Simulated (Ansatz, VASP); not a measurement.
**AlRu in VASP and in Ansatz**

File INCAR:

```
  ALGO = Normal
  EDIFF = 1E-6
  ENCUT = 520
  GGA = PE
  ISIF = 2
  ISMEAR = 0
  LASPH = True
  LCHARG = True
  LELF = True
  LREAL = False
  LVHAR = True
  LWAVE = False
  NBANDS = 16
  NELM = 100
  PREC = Accurate
  SIGMA = 0.1
```

KPOINTS

```
k-points
0
Gamma
  12 12 12
```

Contents of POSCAR:

```
AlRu
1.0
    3.0064383360      0.0000000000      0.0000000000
    0.0000000000      3.0513123360      0.0000000000
    0.0000000000      0.0000000000      3.0513123360
Al Ru
1 1
Direct
   -0.0200561572      0.0000000000      0.0000000000
    0.5200561572      0.5000000000      0.5000000000
```

Input for Ansatz:

```yaml
crystal:
  lattice:
    - [3.006438336, 0.0, 0.0]
    - [0.0, 3.051312336, 0.0]
    - [0.0, 0.0, 3.051312336]
  atoms:
    - { symbol: Al, position: [-0.0200561572, 0.0, 0.0] }
    - { symbol: Ru, position: [0.5200561572, 0.5, 0.5] }
basis:
  ecutwfc: 420
kpoints:
  mp_grid: { grid: [12, 12, 12] }
hamiltonian:
  xc: pbe
scf:
  occupations: { method: gaussian, width: 0.1 }
output:
  forces: true
  stress: true
  eigenvalues: true
  populations: true
```

Alike in both runs: task single point; functional PBE; k mesh 12 × 12 × 12; occupations gaussian, width 0.1 eV; no spin polarisation.

|  | VASP | Ansatz |
| --- | --- | --- |
| version | VASP 6.6.1 | Ansatz 0.2.0 |
| potentials or method | VASP PAW PBE potentials, release 64 (Al, Ru_pv) | scalar-relativistic, plane waves, PAW |
| plane-wave cutoff (eV) | 520 | 420 |
| valence electrons in the cell | 17 | 19 |

VASP gave:

| Quantity | Value |
| --- | --- |
| gap on the k mesh at the Fermi level (eV) | none |
| pressure (GPa) | -5.2 |
| largest component of the traceless stress (GPa) | 1.01 |
| rms of the force components (eV/Å) | 0.448 |

**Question.** What did Ansatz give for the same quantities?

**Answer.** gap on the k mesh at the Fermi level (eV): none; pressure (GPa): -5.2; largest component of the traceless stress (GPa): 1.01; rms of the force components (eV/Å): 0.446.

Atom by atom the forces differ by 0.002 eV/Å (rms over components). A gap of «none» marks a metal or a gap that the smearing closes. With one functional, cell and mesh, what is left measures potentials, basis and numerics. The two sets of potentials don't hold the same shells in valence.
